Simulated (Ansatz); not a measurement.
# GaN: the cost of one run

Computed with Ansatz 0.2.0 (DFT PBE, scalar-relativistic, plane waves, PAW, unless a step's input says otherwise).

The COD entry's cell or inner coordinates are ideal or old and differ from later refinements, so a difference from it is no clean test against experiment.

## Step 1: Starting point

It takes space group P6_3mc (No. 186, hexagonal). Conventional cell: a = 3.180 Å, b = 3.180 Å, c = 5.166 Å, α = 90.00°, β = 90.00°, γ = 120.00°. Ga (site symmetry 3m) has 4 N at 1.94 to 1.95 Å in its first shell of neighbours. N (site symmetry 3m) is surrounded by 4 Ga at 1.94 to 1.95 Å.

As a file:

```
Ga N
1.0
     3.18000    0.00000    0.00000
    -1.59000    2.75396    0.00000
     0.00000    0.00000    5.16600
Ga N
2 2
Direct
  0.33333 0.66667 0.00000
  0.66667 0.33333 0.50000
  0.33333 0.66667 0.37500
  0.66667 0.33333 0.87500
```

No relaxation comes first: the listed cell is the starting point.

## Step 2: Zero of energy

Reference values: F = -8335.7964 eV; pressure 7.30 GPa; largest force 0.137 eV/Å; gap on the mesh 1.96 eV. It was computed beforehand with the settings of the runs below.

## Step 3: Setting up a strain scan

The cell is strained by ε times the Voigt pattern (1, 0, 0, 0, 0, 0) (xx, yy, zz, yz, xz, xy; engineering shear), with fractional coordinates fixed (clamped ions). The stress on the pattern is the sum of the stress components weighted by it, tension positive.

## Step 4: At ε = -0.0600

input.yaml

```yaml
crystal:
  lattice:
    - [2.9891996809, 0.0, 0.0]
    - [-1.4945998405, 2.75396049, 0.0]
    - [0.0, 0.0, 5.166]
  atoms:
    - { symbol: Ga, position: [0.3333333333, 0.6666666667, 0.0] }
    - { symbol: Ga, position: [0.6666666667, 0.3333333333, 0.5] }
    - { symbol: "N", position: [0.3333333333, 0.6666666667, 0.375] }
    - { symbol: "N", position: [0.6666666667, 0.3333333333, 0.875] }
basis:
  ecutwfc: 420
kpoints:
  mp_grid: { grid: [12, 12, 6] }
hamiltonian:
  xc: pbe
scf:
  occupations: { method: gaussian, width: 0.05 }
output:
  forces: true
  stress: true
  eigenvalues: true
```

The run is started by

```bash
$ ansatz run input.yaml --threads 1 --pin off --max-ram 2560MiB --backend cpu --events-out ev --progress --plain --runs-dir out
```

What time and memory should one allow on 1 thread of Intel Xeon Platinum 8488C (Sapphire Rapids), shared host?

About 7.9 s, with a peak of 0.49 GiB.
